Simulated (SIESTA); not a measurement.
Crystal: SrCl2.

```
Sr Cl
1.0
     0.00000    3.48835    3.48835
     3.48835    0.00000    3.48835
     3.48835    3.48835    0.00000
Sr Cl
1 2
Cartesian
  0.0000 0.0000 0.0000
  5.2325 5.2325 5.2325
  1.7442 1.7442 1.7442
```

Program: SIESTA 5.4.2. Alike in all runs: no spin polarisation; cell as given; k mesh 7 × 7 × 7; smearing fermi-dirac 0.05 eV; grid cutoff 800 Ry; energy shift 0.003 Ry.

Problem. Order these runs on this cell by their band gap on the k mesh, lowest first.
A. level PBE; potentials or basis PseudoDojo 0.4 standard (PBE files), DZP (energy shift 0.003 Ry; two zetas on semicore shells; d shell added on Sr); broadening (eV) 0.1 eV; window to (eV) 30 eV; polarisation polarized; direction 1.0 0.0 0.0; optical mesh offset true
B. level PBEsol; potentials or basis PseudoDojo 0.4 standard (PBEsol files), DZP (energy shift 0.003 Ry; two zetas on semicore shells; d shell added on Sr)
C. level LDA; potentials or basis PseudoDojo 0.4 standard (LDA files), DZP (energy shift 0.003 Ry; two zetas on semicore shells; d shell added on Sr)

Solution. C (5.06 eV), B (5.32 eV), A (5.50 eV).

Caveats: the basis of atomic orbitals isn't converged, which shifts pressures, moduli and gaps; the basis holds too few empty states to meet the f-sum rule, so the spectrum is short of weight at high energy (some runs); an odd mesh through Γ misses points on the zone boundary, where band edges often lie (some runs).
